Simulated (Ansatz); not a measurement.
## Thermal expansion of Pt from its phonons

Method: DFT PBE, scalar-relativistic, plane waves, PAW in Ansatz 0.2.0. Settings: 420 eV plane-wave cutoff, Γ-centred 20×20×20 mesh, Fermi-Dirac smearing of 0.15 eV. No spin polarisation. Phonons by linear response, acoustic sum rule imposed.

Equilibrium structure at this level:
```
CELL_PARAMETERS angstrom
0.00000 1.98713 1.98713
1.98713 0.00000 1.98713
1.98713 1.98713 0.00000
ATOMIC_POSITIONS crystal
Pt 0.00000 0.00000 0.00000
```

In a metal, frequencies depend on the k mesh and the smearing, soft modes most. Spin–orbit coupling is left out, which can shift energies with elements as heavy as these.

Phonons on a 2×2×2 q mesh at 0.98, 1 and 1.02 times the equilibrium volume give γ = −d ln ν/d ln V, modes matched by rank. The cell has V = 15.69 Å³ with 1 atom and B = 245 GPa. Points of the mesh (fractions of the reciprocal vectors) with their weights out of 8; the acoustic modes at Γ are left out:

| q | weight | ν (cm⁻¹) | γ | degeneracy |
| --- | --- | --- | --- | --- |
| 0.00 0.00 -0.50 | 4 | 87 | 2.27 | 2 |
| 0.00 0.00 -0.50 | 4 | 183 | 2.76 | 1 |
| 0.00 -0.50 -0.50 | 3 | 119 | 2.67 | 2 |
| 0.00 -0.50 -0.50 | 3 | 178 | 2.75 | 1 |

Problem. Work out the volume expansion coefficient at 50, 100, 300 and 800 K in Grüneisen's theory.

Solution. Each mode holds c = k_B x² eˣ/(eˣ − 1)², x = hcν/k_BT (k_B = 0.695 cm⁻¹/K). Weighted over the mesh, C_V = Σ c, γ̄ = Σ cγ/C_V and α_V = γ̄ C_V/(BV):
| T (K) | C_V (k_B a cell) | γ̄ | α_V (10⁻⁶/K) |
| --- | --- | --- | --- |
| 50 | 1.04 | 2.45 | 9.2 |
| 100 | 1.98 | 2.51 | 17.9 |
| 300 | 2.54 | 2.54 | 23.2 |
| 800 | 2.61 | 2.54 | 23.9 |

The classical limit of C_V is 3n = 3 k_B, less the 3/8 k_B of the three modes left out, which leaves C_V and α_V about 12 % low even at high temperature. All γ are positive, so the crystal expands at every temperature. For a cubic crystal the linear coefficient is a third of α_V. A mesh this coarse misses long acoustic waves, so the low-temperature rows are rough; B and γ are held at their static values, and the electrons' part is left out.

Problem. The zero-point energy of the cell, summed on a denser interpolated mesh, is 23.503, 22.311 and 21.156 meV at the three volumes. How far does it expand the lattice at 0 K?

Solution. P_zp = −dE_zp/dV = 2.347 meV / (0.628 Å³) × 0.16022 GPa Å³/meV = 0.599 GPa, so ΔV/V = P_zp/B = 0.24 %. This share is taken off a measured low-temperature volume before it is compared with a static calculation.

Cost: 6 runs of about 3.5 core-minutes in all, on Intel Xeon Platinum 8488C (Sapphire Rapids) (shared hosts).

The rise of the expansion coefficient with temperature is almost entirely a heat-capacity effect: γ̄ only moves from 2.45 to 2.54, while C_V climbs as the stiffer modes are thermally populated. The small drift in γ̄ arises because the softest pair, at 87 cm⁻¹, is excited first and has the lowest γ. These transverse modes slide close-packed planes past one another, whereas the longitudinal modes compress the bonds between planes and so probably sample the steep short-range repulsion more directly. The uniformly large γ values suggest that the restoring forces, which rest largely on 5d overlap, weaken quickly as the atoms move apart.

The near-plateau between 300 and 800 K is classical saturation. Measured expansion of platinum keeps growing in this range, probably because the real lattice softens as it expands. Zero-point motion enlarges the volume by only 0.24 %, and it adds to the overestimate of the platinum lattice constant that is usual with PBE, so it cannot explain that error.
